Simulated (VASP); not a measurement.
# CdTe (F-43m) in VASP: a series of runs

The runs below take CdTe through single point, with HSE06.

Program: VASP 6.6.1. These are calculated values, not measurements. Logs are shortened: lines on timing, memory, paths and dates and some standing lists are left out, and cuts for length are marked.

**1. The structure**

The structure is cubic, space group F-43m (No. 216). The conventional cell has a = 6.410 Å, b = 6.410 Å, c = 6.410 Å, α = 90.00°, β = 90.00°, γ = 90.00°. Around Cd (site symmetry -43m) lie 4 Te at 2.78 Å. Te (site symmetry -43m) has 4 Cd at 2.78 Å as nearest neighbours.

**2. Single point, HSE06, non-collinear spin, zero start, spin-orbit coupling**

The input, POSCAR:

```
CdTe
1.0
    0.0000000000      3.2050000000      3.2050000000
    3.2050000000      0.0000000000      3.2050000000
    3.2050000000      3.2050000000      0.0000000000
Cd Te
1 1
Direct
    0.0000000000      0.0000000000      0.0000000000
    0.2500000000      0.2500000000      0.2500000000
```

The input, INCAR.step1:

```
SYSTEM = CdTe
ALGO = Normal ; EDIFF = 1E-5
ENCUT = 520 ; GGA = PE
GGA_COMPAT = .False. ; ISIF = 2
ISMEAR = 0 ; LASPH = .True.
LCHARG = .False. ; LORBIT = 11
LREAL = .False. ; LSORBIT = .True.
LWAVE = .True. ; MAGMOM = 0 0 0 0 0 0
NBANDS = 30 ; NELM = 60
PREC = Accurate ; SIGMA = 0.02
```

The input, INCAR.step2:

```
SYSTEM = CdTe
ALGO = Normal ; EDIFF = 1E-6
ENCUT = 520 ; GGA = PE
GGA_COMPAT = .False. ; HFSCREEN = 0.2
ISIF = 2 ; ISMEAR = 0
ISTART = 1 ; LASPH = .True.
LCHARG = .False. ; LHFCALC = .True.
LORBIT = 11 ; LREAL = .False.
LSORBIT = .True. ; LWAVE = .False.
MAGMOM = 0 0 0 0 0 0 ; NBANDS = 30
NELM = 60 ; PREC = Accurate
PRECFOCK = Fast ; SIGMA = 0.02
```

The input, KPOINTS:

```
k-points
0
Gamma
  4 4 4
  0 0 0
```

Potentials or basis: VASP PAW PBE potentials, release 64 (Cd, Te).

Command:

```
cat potpaw_PBE.64/Cd/POTCAR potpaw_PBE.64/Te/POTCAR > POTCAR
cp INCAR.step1 INCAR
mpirun -np 1 vasp_ncl > vasp.out
cp INCAR.step2 INCAR
mpirun -np 1 vasp_ncl > vasp.out
```

OUTCAR:

```text
SYSTEM = CdTe
   EDIFF = 1E-6
   ENCUT = 520
   GGA = PE
   HFSCREEN = 0.2
   ISIF = 2
   ISMEAR = 0
   ISTART = 1
   LASPH = .True.
   LHFCALC = .True.
   LORBIT = 11
   LREAL = .False.
   LSORBIT = .True.
   NELM = 60
   PREC = Accurate
   PRECFOCK = Fast

 ion  position               nearest neighbor table
   1  0.000  0.000  0.000-   2 2.78   2 2.78   2 2.78   2 2.78
   2  0.250  0.250  0.250-   1 2.78   1 2.78   1 2.78   1 2.78

  LATTYP: Found a face centered cubic cell.
 ALAT       =     6.4100000000

  Lattice vectors:

 A1 = (   0.0000000000,   3.2050000000,   3.2050000000)
 A2 = (   3.2050000000,   0.0000000000,   3.2050000000)
 A3 = (   3.2050000000,   3.2050000000,   0.0000000000)

Analysis of symmetry for initial positions (statically):
=====================================================================
 Subroutine PRICEL returns:
 Original cell was already a primitive cell.

 Routine SETGRP: Setting up the symmetry group for a
 face centered cubic supercell.

 Subroutine GETGRP returns: Found 24 space group operations
 (whereof 24 operations were pure point group operations)
 out of a pool of 48 trial point group operations.

The static configuration has the point symmetry T_d .

Analysis of symmetry for dynamics (positions and initial velocities):
=====================================================================
 Subroutine PRICEL returns:
 Original cell was already a primitive cell.

 Routine SETGRP: Setting up the symmetry group for a
 face centered cubic supercell.

 Subroutine GETGRP returns: Found 24 space group operations
 (whereof 24 operations were pure point group operations)
 out of a pool of 48 trial point group operations.

The dynamic configuration has the point symmetry T_d .

Analysis of structural, dynamic, and magnetic symmetry:
=====================================================================
 Subroutine PRICEL returns:
 Original cell was already a primitive cell.

 Routine SETGRP: Setting up the symmetry group for a
 face centered cubic supercell.

 Subroutine GETGRP returns: Found 24 space group operations
 (whereof 24 operations were pure point group operations)
 out of a pool of 48 trial point group operations.

The overall configuration has the point symmetry T_d .

 Subroutine INISYM returns: Found 24 space group operations
 (whereof 24 operations are pure point group operations),
 and found     1 'primitive' translations

----------------------------------------------------------------------------------------

                                     Primitive cell

  volume of cell :      65.8437

  direct lattice vectors                    reciprocal lattice vectors
     0.000000000  3.205000000  3.205000000    -0.156006240  0.156006240  0.156006240
     3.205000000  0.000000000  3.205000000     0.156006240 -0.156006240  0.156006240
     3.205000000  3.205000000  0.000000000     0.156006240  0.156006240 -0.156006240

  length of vectors
     4.532554467  4.532554467  4.532554467     0.270210734  0.270210734  0.270210734

  position of ions in fractional coordinates (direct lattice)
     0.000000000  0.000000000  0.000000000
     0.250000000  0.250000000  0.250000000

  ion indices of the primitive-cell ions
   primitive index   ion index
                 1           1
                 2           2

----------------------------------------------------------------------------------------
[... 76 lines left out ...]
  volume/ion in A,a.u.               =      32.92       222.17
  Fermi-wavevector in a.u.,A,eV,Ry     =   1.062497  2.007828 15.359610  1.128899
  Thomas-Fermi vector in A             =   2.197950
   LORBIT       =     11    0 simple, 1 ext, 2 COOP (PROOUT), +10 PAW based schemes
   GGA     = PE    functional components
   LHFCALC =     T    Hartree Fock is set to
   PRECFOCK=fast      Normal, Fast or Accurate (Low or Medium for compatibility)
   ENCUT4O =  -1.0   cutoff for four orbital integrals eV
   NKREDX  =     1    reduce k-point grid by
   NKREDY  =     1    reduce k-point grid by
   NKREDZ  =     1    reduce k-point grid by
   AEXX    =    0.2500 exact exchange contribution
   HFSCREEN=    0.2000 screening length (either q_TF or 0.3 A-1)
   HFSCREENC=   0.2000 screening length for correlation (either q_TF or 0.3 A-1)
   ENCUTFOCK=  -1.0 apply spherical cutoff to Coloumb kernel
   IVDW    =     0    specifies the selected vdW correction
   LEPSILON=     F    determine dielectric tensor
   LRPA    =     F    only Hartree local field effects (RPA)
 Gauss-broadening in eV      SIGMA  =   0.02
  energy-cutoff  :      520.00
  volume of cell :       65.84
 maximum number of plane-waves:      3614
 NGX is ok and might be reduce to    36
  NGX = 20; NGY = 20; NGZ = 20

 number of electron      17.9999995 magnetization      -0.0000000      0.0000000     -0.0000000

 number of electron      17.9999995 magnetization      -0.0000000      0.0000000      0.0000000

 number of electron      17.9999995 magnetization       0.0000000      0.0000000      0.0000000

 Free energy of the ion-electron system (eV)
  ---------------------------------------------------
  ext. energy  EPLUGINS =         0.00000000
  ---------------------------------------------------
  free energy    TOTEN  =        -6.07620906 eV

  energy without entropy =       -6.07620906  energy(sigma->0) =       -6.07620906

 E-fermi :   2.5685     XC(G=0):  -7.2613

 val. band max:        2.4283314270   @ k =   0.0000   0.0000   0.0000
 cond. band min:       3.8354778841   @ k =   0.0000   0.0000   0.0000
 fundamental gap:      1.4071464571
 Fermi energy:         2.5684747252

 k-point     1 :       0.0000    0.0000    0.0000
  band No.  band energies     occupation
      1     -10.1941      1.00000
      2     -10.1941      1.00000
      3      -7.8991      1.00000
      4      -7.8991      1.00000
      5      -7.8991      1.00000
      6      -7.8991      1.00000
[... 319 lines left out ...]
     29      14.5291      0.00000
     30      14.5816      0.00000

------------------------ aborting loop because EDIFF is reached ----------------------------------------

  FORCE on cell =-STRESS in cart. coord.  units (eV):
  Direction    XX          YY          ZZ          XY          YZ          ZX
  --------------------------------------------------------------------------------------
  -------------------------------------------------------------------------------------
  Total        1.4625955      1.4625955      1.4625955      0.0000000     -0.0000000      0.0000000
  in kB       35.5894038     35.5894038     35.5894038      0.0000000     -0.0000000      0.0000000
  external PRESSURE =      35.5894038 kB  Pullay stress =       0.0000000 kB

 VOLUME and BASIS-vectors are now :
 -----------------------------------------------------------------------------
  energy-cutoff  :      520.00
  volume of cell :       65.84
      direct lattice vectors                 reciprocal lattice vectors
     0.000000000  3.205000000  3.205000000    -0.156006240  0.156006240  0.156006240
     3.205000000  0.000000000  3.205000000     0.156006240 -0.156006240  0.156006240
     3.205000000  3.205000000  0.000000000     0.156006240  0.156006240 -0.156006240

 POSITION                                       TOTAL-FORCE (eV/Angst)
 -----------------------------------------------------------------------------------
      0.00000      0.00000      0.00000        -0.000000     -0.000000     -0.000000
      1.60250      1.60250      1.60250         0.000000      0.000000      0.000000
 -----------------------------------------------------------------------------------
    total drift:                                0.000004      0.000001      0.000002

  FREE ENERGIE OF THE ION-ELECTRON SYSTEM (eV)
  ---------------------------------------------------
  free  energy   TOTEN  =        -6.0762090592 eV

  energy  without entropy=       -6.0762090592  energy(sigma->0) =       -6.07620906

 Spin-Orbit-Coupling matrix elements

 Ion:    1  E_soc:     -0.0583163
 l=   1
     0.0000000    -0.0028967    -0.0028967
    -0.0028967     0.0000000    -0.0028967
    -0.0028967    -0.0028967     0.0000000
 l=   2
     0.0000000    -0.0013949     0.0000000    -0.0013949    -0.0054278
    -0.0013949     0.0000000    -0.0040708    -0.0013949    -0.0013569
     0.0000000    -0.0040708     0.0000000    -0.0040708     0.0000000
    -0.0013949    -0.0013949    -0.0040708     0.0000000    -0.0013569
    -0.0054278    -0.0013569     0.0000000    -0.0013569     0.0000000
 l=   3
     0.0000000     0.0000000     0.0000000     0.0000000     0.0000000     0.0000000     0.0000000
     0.0000000     0.0000000     0.0000000     0.0000000     0.0000000     0.0000000     0.0000000
     0.0000000     0.0000000     0.0000000     0.0000000     0.0000000     0.0000000     0.0000000
     0.0000000     0.0000000     0.0000000     0.0000000     0.0000000     0.0000000     0.0000000
     0.0000000     0.0000000     0.0000000     0.0000000     0.0000000     0.0000000     0.0000000
     0.0000000     0.0000000     0.0000000     0.0000000     0.0000000     0.0000000     0.0000000
     0.0000000     0.0000000     0.0000000     0.0000000     0.0000000     0.0000000     0.0000000

 Ion:    2  E_soc:     -0.1778812
 l=   1
     0.0000000    -0.0295746    -0.0295746
    -0.0295746     0.0000000    -0.0295747
    -0.0295746    -0.0295747     0.0000000
 l=   2
     0.0000000    -0.0000330     0.0000000    -0.0000330    -0.0000392
    -0.0000330     0.0000000    -0.0000294    -0.0000330    -0.0000098
     0.0000000    -0.0000294     0.0000000    -0.0000294     0.0000000
    -0.0000330    -0.0000330    -0.0000294     0.0000000    -0.0000098
    -0.0000392    -0.0000098     0.0000000    -0.0000098     0.0000000
 l=   3
     0.0000000     0.0000000     0.0000000     0.0000000     0.0000000     0.0000000     0.0000000
     0.0000000     0.0000000     0.0000000     0.0000000     0.0000000     0.0000000     0.0000000
     0.0000000     0.0000000     0.0000000     0.0000000     0.0000000     0.0000000     0.0000000
     0.0000000     0.0000000     0.0000000     0.0000000     0.0000000     0.0000000     0.0000000
     0.0000000     0.0000000     0.0000000     0.0000000     0.0000000     0.0000000     0.0000000
     0.0000000     0.0000000     0.0000000     0.0000000     0.0000000     0.0000000     0.0000000
     0.0000000     0.0000000     0.0000000     0.0000000     0.0000000     0.0000000     0.0000000

 total charge

# of ion       s       p       d       tot
------------------------------------------
    1        0.445   0.335   9.575  10.354
    2        1.304   2.261   0.022   3.587
--------------------------------------------------
tot          1.748   2.596   9.597  13.941

 magnetization (x)

# of ion       s       p       d       tot
------------------------------------------
    1       -0.000  -0.000   0.000  -0.000
    2        0.000  -0.000  -0.000   0.000
--------------------------------------------------
tot         -0.000  -0.000   0.000  -0.000

 magnetization (y)

# of ion       s       p       d       tot
------------------------------------------
    1       -0.000   0.000  -0.000   0.000
    2        0.000  -0.000  -0.000  -0.000
--------------------------------------------------
tot         -0.000   0.000  -0.000   0.000

 magnetization (z)

# of ion       s       p       d       tot
------------------------------------------
    1        0.000   0.000   0.000   0.000
    2        0.000  -0.000  -0.000  -0.000
--------------------------------------------------
tot          0.000  -0.000   0.000   0.000
```

Wall time 23 min (1 thread of Intel Xeon Platinum 8488C (Sapphire Rapids), shared host); peak memory 0.5 GiB.

What came out:

```
Free energy                                           : -6.0762 eV
Pressure                                              : 3.6 GPa
Net moment                                            : 0.00 μB per cell
Valence electrons inside the program's atomic spheres : Cd 10.35; Te 3.59
```

Moments on the atoms (μB; x, y, z):
```
Cd  0.00 0.00 0.00
Te  0.00 0.00 0.00
```

Caveat: the k mesh is coarse (spacing up to 0.42 Å⁻¹), so the values aren't converged, least of all with exact exchange; the PAW data sets were made with another functional, which shifts forces and pressure a little.

**3. Single point, HSE06**

POSCAR is that of step 2.

The input, INCAR.step1:

```
SYSTEM = CdTe
ALGO = Normal ; EDIFF = 1E-5
ENCUT = 520 ; GGA = PE
ISIF = 2 ; ISMEAR = 0
LASPH = .True. ; LCHARG = .False.
LREAL = .False. ; LWAVE = .True.
NBANDS = 16 ; NELM = 60
PREC = Accurate ; SIGMA = 0.02
```

The input, INCAR.step2:

```
SYSTEM = CdTe
ALGO = Normal ; EDIFF = 1E-6
ENCUT = 520 ; GGA = PE
HFSCREEN = 0.2 ; ISIF = 2
ISMEAR = 0 ; ISTART = 1
LASPH = .True. ; LCHARG = .False.
LHFCALC = .True. ; LREAL = .False.
LWAVE = .False. ; NBANDS = 16
NELM = 60 ; PREC = Accurate
PRECFOCK = Fast ; SIGMA = 0.02
```

KPOINTS is that of step 2.

Potentials or basis: VASP PAW PBE potentials, release 64 (Cd, Te).

Command:

```
cat potpaw_PBE.64/Cd/POTCAR potpaw_PBE.64/Te/POTCAR > POTCAR
cp INCAR.step1 INCAR
mpirun -np 1 vasp_std > vasp.out
cp INCAR.step2 INCAR
mpirun -np 1 vasp_std > vasp.out
```

OUTCAR:

```text
SYSTEM = CdTe
   EDIFF = 1E-6
   ENCUT = 520
   GGA = PE
   HFSCREEN = 0.2
   ISIF = 2
   ISMEAR = 0
   ISTART = 1
   LASPH = .True.
   LHFCALC = .True.
   LREAL = .False.
   NELM = 60
   PREC = Accurate
   PRECFOCK = Fast

 ion  position               nearest neighbor table
   1  0.000  0.000  0.000-   2 2.78   2 2.78   2 2.78   2 2.78
   2  0.250  0.250  0.250-   1 2.78   1 2.78   1 2.78   1 2.78

  LATTYP: Found a face centered cubic cell.
 ALAT       =     6.4100000000

  Lattice vectors:

 A1 = (   0.0000000000,   3.2050000000,   3.2050000000)
 A2 = (   3.2050000000,   0.0000000000,   3.2050000000)
 A3 = (   3.2050000000,   3.2050000000,   0.0000000000)

Analysis of symmetry for initial positions (statically):
=====================================================================
 Subroutine PRICEL returns:
 Original cell was already a primitive cell.

 Routine SETGRP: Setting up the symmetry group for a
 face centered cubic supercell.

 Subroutine GETGRP returns: Found 24 space group operations
 (whereof 24 operations were pure point group operations)
 out of a pool of 48 trial point group operations.

The static configuration has the point symmetry T_d .

Analysis of symmetry for dynamics (positions and initial velocities):
=====================================================================
 Subroutine PRICEL returns:
 Original cell was already a primitive cell.

 Routine SETGRP: Setting up the symmetry group for a
 face centered cubic supercell.

 Subroutine GETGRP returns: Found 24 space group operations
 (whereof 24 operations were pure point group operations)
 out of a pool of 48 trial point group operations.
[... 106 lines left out ...]
  Fermi-wavevector in a.u.,A,eV,Ry     =   1.062497  2.007828 15.359610  1.128899
  Thomas-Fermi vector in A             =   2.197950
   LORBIT       =      0    0 simple, 1 ext, 2 COOP (PROOUT), +10 PAW based schemes
   GGA     = PE    functional components
   LHFCALC =     T    Hartree Fock is set to
   PRECFOCK=fast      Normal, Fast or Accurate (Low or Medium for compatibility)
   ENCUT4O =  -1.0   cutoff for four orbital integrals eV
   NKREDX  =     1    reduce k-point grid by
   NKREDY  =     1    reduce k-point grid by
   NKREDZ  =     1    reduce k-point grid by
   AEXX    =    0.2500 exact exchange contribution
   HFSCREEN=    0.2000 screening length (either q_TF or 0.3 A-1)
   HFSCREENC=   0.2000 screening length for correlation (either q_TF or 0.3 A-1)
   ENCUTFOCK=  -1.0 apply spherical cutoff to Coloumb kernel
   IVDW    =     0    specifies the selected vdW correction
   LEPSILON=     F    determine dielectric tensor
   LRPA    =     F    only Hartree local field effects (RPA)
 non-spin polarized calculation
 Gauss-broadening in eV      SIGMA  =   0.02
  energy-cutoff  :      520.00
  volume of cell :       65.84
 maximum number of plane-waves:      1807
 NGX is ok and might be reduce to    36
  NGX = 20; NGY = 20; NGZ = 20

 number of electron      17.9999995 magnetization

 Free energy of the ion-electron system (eV)
  ---------------------------------------------------
  ext. energy  EPLUGINS =         0.00000000
  ---------------------------------------------------
  free energy    TOTEN  =        -5.95939269 eV

  energy without entropy =       -5.95939269  energy(sigma->0) =       -5.95939269

 E-fermi :   2.2871     XC(G=0):  -7.2618

 val. band max:        2.1432069699   @ k =   0.0000   0.0000   0.0000
 cond. band min:       3.8353018475   @ k =   0.0000   0.0000   0.0000
 fundamental gap:      1.6920948776
 Fermi energy:         2.2871436799

 k-point     1 :       0.0000    0.0000    0.0000
  band No.  band energies     occupation
      1     -10.2014      2.00000
      2      -7.5703      2.00000
      3      -7.5703      2.00000
      4      -7.5703      2.00000
      5      -7.2809      2.00000
      6      -7.2809      2.00000
[... 129 lines left out ...]
      3      -7.4284      2.00000
      4      -7.3147      2.00000
      5      -7.2811      2.00000
      6      -6.5098      2.00000
[... 8 lines left out ...]
     15      14.5966      0.00000
     16      14.7010      0.00000

------------------------ aborting loop because EDIFF is reached ----------------------------------------

  FORCE on cell =-STRESS in cart. coord.  units (eV):
  Direction    XX          YY          ZZ          XY          YZ          ZX
  --------------------------------------------------------------------------------------
  -------------------------------------------------------------------------------------
  Total        1.4421476      1.4421476      1.4421476     -0.0000000      0.0000000      0.0000000
  in kB       35.0918434     35.0918434     35.0918434     -0.0000000      0.0000000      0.0000000
  external PRESSURE =      35.0918434 kB  Pullay stress =       0.0000000 kB

 VOLUME and BASIS-vectors are now :
 -----------------------------------------------------------------------------
  energy-cutoff  :      520.00
  volume of cell :       65.84
      direct lattice vectors                 reciprocal lattice vectors
     0.000000000  3.205000000  3.205000000    -0.156006240  0.156006240  0.156006240
     3.205000000  0.000000000  3.205000000     0.156006240 -0.156006240  0.156006240
     3.205000000  3.205000000  0.000000000     0.156006240  0.156006240 -0.156006240

 POSITION                                       TOTAL-FORCE (eV/Angst)
 -----------------------------------------------------------------------------------
      0.00000      0.00000      0.00000        -0.000000      0.000000      0.000000
      1.60250      1.60250      1.60250         0.000000     -0.000000     -0.000000
 -----------------------------------------------------------------------------------
    total drift:                               -0.000006     -0.000001     -0.000003

  FREE ENERGIE OF THE ION-ELECTRON SYSTEM (eV)
  ---------------------------------------------------
  free  energy   TOTEN  =        -5.9593926855 eV

  energy  without entropy=       -5.9593926855  energy(sigma->0) =       -5.95939269
```

Wall time 2.7 min (1 thread of Intel Xeon Platinum 8488C (Sapphire Rapids), shared host); peak memory 0.31 GiB.

What came out:

- Free energy: -5.9594 eV
- Pressure: 3.5 GPa
- Band gap on the k mesh: 1.69 eV, direct

Levels at points of the mesh, in eV from the valence-band top:
```
           k point  band 7  band 8  band 9  band 10  band 11  band 12
(0.00, 0.00, 0.00)    0.00    0.00    0.00     1.69     5.47     5.47
(0.50, 0.00, 0.00)   -4.95   -0.88   -0.88     2.68     6.06     6.06
(0.50, 0.50, 0.00)   -4.79   -2.13   -2.13     3.21     3.48    10.22
```

Caveat: the k mesh is coarse (spacing up to 0.42 Å⁻¹), so the values aren't converged, least of all with exact exchange; the PAW data sets were made with another functional, which shifts forces and pressure a little; spin-orbit coupling is left out, which moves the levels of the heavy elements.
